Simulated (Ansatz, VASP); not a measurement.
# GaP: VASP beside Ansatz

```xyz
2
Lattice="0.0000 2.7574 2.7574 2.7574 0.0000 2.7574 2.7574 2.7574 0.0000" Properties=species:S:1:pos:R:3 pbc="T T T"
Ga    0.0000    0.0000    0.0000
P     4.1361    4.1361    4.1361
```

Alike in both runs: task single point; functional PBE; dispersion D3(BJ); k mesh 8 × 8 × 8; occupations gaussian, width 0.05 eV; no spin polarisation.

```csv
,VASP,Ansatz
version,VASP 6.6.1,Ansatz 0.2.0
potentials or method,"VASP PAW PBE potentials, release 64 (Ga_d, P)","scalar-relativistic, plane waves, PAW"
plane-wave cutoff (eV),520,420
valence electrons in the cell,18,18
```

```csv
,VASP,Ansatz,Ansatz less VASP
gap on the k mesh at the Fermi level (eV),1.54,1.54,+0.003
least direct gap on the mesh (eV),1.54,1.54,+0.003
pressure (GPa),-3.0,-2.9,+0.06
dispersion energy (meV/atom),-304.6,-304.7,-0.07
```

A k mesh can miss the band edges. As with any semilocal functional, this PBE gap is likely too small.
